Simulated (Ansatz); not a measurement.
Runs of Ansatz 0.2.0 on SnO. It takes space group P4/nmm (No. 129, tetragonal). Conventional cell: a = 3.814 Å, b = 3.814 Å, c = 4.887 Å, α = 90.00°, β = 90.00°, γ = 90.00°. Around Sn (site symmetry 4mm) lie 4 O at 2.23 Å. Around O (site symmetry -4m2) lie 4 Sn at 2.23 Å. The cell is a database's computed one.

```csv
task,level,potentials or basis,spin,cutoff (eV),points for each segment of the path,gap on the mesh (eV),pressure (GPa),V0 of scaled cells (Å³/atom),B0 (GPa),largest force (eV/Å)
band structure,BPBE,Ansatz PAW,off,420,14,(a),3.3,-,-,(c)
band structure,PBEsol,Ansatz PAW,"SOC, no magnetisation",420,14,0.34,-0.6,-,-,0.08
equation of state,r2SCAN+D4,Ansatz PAW,off,500,-,-,-,(b),100,-
equation of state,PBEsol,PseudoDojo PBEsol,off,1143,-,-,-,17.67,95,-
equation of state,revPBE+D3(BJ),Ansatz PAW,off,420,-,-,-,(d),87,-
```

Alike in all rows: cell as given; k mesh 7 × 7 × 6; smearing fermi-dirac 0.05 eV.

**Question.** Fill in the values left out.

**Answer.** (a) 0.39; (b) 17.54; (c) 0.34; (d) 18.08.

Caveats: the cell was scaled at fixed shape and fractional positions, which overstates the stiffness of a crystal with free parameters, most of all of layers and chains (some runs); the k mesh misses the band edges, so the gap on the mesh is wider than the one along the path (some runs); the PAW data sets come from PBE, with cores solved anew for the run's functional, which leaves a small shift of forces and pressure (some runs); spin-orbit coupling is left out, which moves the levels of the heavy elements (some runs); the PAW data sets were made with another functional, which shifts forces and pressure a little (some runs); the potentials were made for another functional, which shifts forces and pressure (some runs).

A k mesh can miss the band edges, and rows without SOC leave out spin-orbit coupling on Sn.

Runs at the PBE level aren't shown here.
